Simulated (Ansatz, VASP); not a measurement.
# Ru: VASP beside Ansatz

The input INCAR:

```
PREC = Accurate
ENCUT = 520
EDIFF = 1E-6
ISMEAR = 0
SIGMA = 0.15
LREAL = False
LASPH = True
NELM = 60
ALGO = Normal
ISIF = 2
LWAVE = False
LCHARG = True
GGA = PS
LELF = True
LVHAR = True
NBANDS = 21
```

Contents of KPOINTS:

```
regular mesh
0
Gamma
  18 18 10
```

The input POSCAR:

```
Ru
1.0
    2.6144000000      0.0000000000      0.0000000000
   -1.3072000000      2.2641368157      0.0000000000
    0.0000000000      0.0000000000      4.4565000000
Ru
2
Direct
    0.3333333333      0.6666666667      0.2500000000
    0.6666666667      0.3333333333      0.7500000000
```

Input for Ansatz:

```yaml
crystal:
  lattice:
    - [2.6144, 0.0, 0.0]
    - [-1.3072, 2.2641368157, 0.0]
    - [0.0, 0.0, 4.4565]
  atoms:
    - { symbol: Ru, position: [0.3333333333, 0.6666666667, 0.25] }
    - { symbol: Ru, position: [0.6666666667, 0.3333333333, 0.75] }
basis:
  ecutwfc: 420
kpoints:
  mp_grid: { grid: [18, 18, 10] }
hamiltonian:
  xc: pbesol
  pseudopotentials: { kind: paw, azcp: { folder: soft_1 } }
scf:
  occupations: { method: gaussian, width: 0.15 }
output:
  forces: true
  stress: true
  eigenvalues: true
```

Alike in both runs: task single point; functional PBEsol; k mesh 18 × 18 × 10; occupations gaussian, width 0.15 eV; no spin polarisation.

|  | VASP | Ansatz |
| --- | --- | --- |
| version | VASP 6.6.1 | Ansatz 0.2.0 |
| potentials or method | VASP PAW PBE potentials, release 64 (Ru_pv) | scalar-relativistic, plane waves, PAW |
| plane-wave cutoff (eV) | 520 | 420 |
| valence electrons in the cell | 28 | 32 |

Ansatz gave:

| Quantity | Value |
| --- | --- |
| gap on the k mesh at the Fermi level (eV) | none |
| pressure (GPa) | 4.9 |
| largest component of the traceless stress (GPa) | 26.48 |

Task: Which values does VASP return?

Result: gap on the k mesh at the Fermi level (eV): none; pressure (GPa): 4.8; largest component of the traceless stress (GPa): 26.44.

A gap of «none» marks a metal or a gap that the smearing closes. With one functional, cell and mesh, what is left measures potentials, basis and numerics. The two sets of potentials don't hold the same shells in valence. Ansatz warned: «pseudo_functional_mismatch».

Caveats: the PAW data sets were made with another functional, which shifts forces and pressure a little (VASP).
